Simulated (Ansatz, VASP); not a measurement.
## Si: VASP beside Ansatz

```xyz
2
Lattice="0.0000 2.7010 2.7010 2.7010 0.0000 2.7010 2.7010 2.7010 0.0000" Properties=species:S:1:pos:R:3 pbc="T T T"
Si    4.0515    4.0515    4.0515
Si    2.7010    2.7010    2.7010
```

Alike in both runs: functional LDA; k mesh 8 × 8 × 8; occupations gaussian, width 0.02 eV; no spin polarisation.

Ansatz relaxed the structure, and its values are those at the end. VASP's run is a single point on that final structure, the one shown.

|  | VASP | Ansatz |
| --- | --- | --- |
| version | VASP 6.6.1 | Ansatz 0.2.0 |
| potentials or method | VASP PAW LDA potentials, release 64 (Si) | scalar-relativistic, plane waves, PAW |
| plane-wave cutoff (eV) | 520 | 420 |
| valence electrons in the cell | 8 | 8 |

|  | VASP | Ansatz | Ansatz less VASP |
| --- | --- | --- | --- |
| gap on the k mesh at the Fermi level (eV) | 0.49 | 0.49 | +0.001 |
| least direct gap on the mesh (eV) | 2.53 | 2.53 | +0.002 |
| pressure (GPa) | 0.1 | 0.0 | -0.04 |
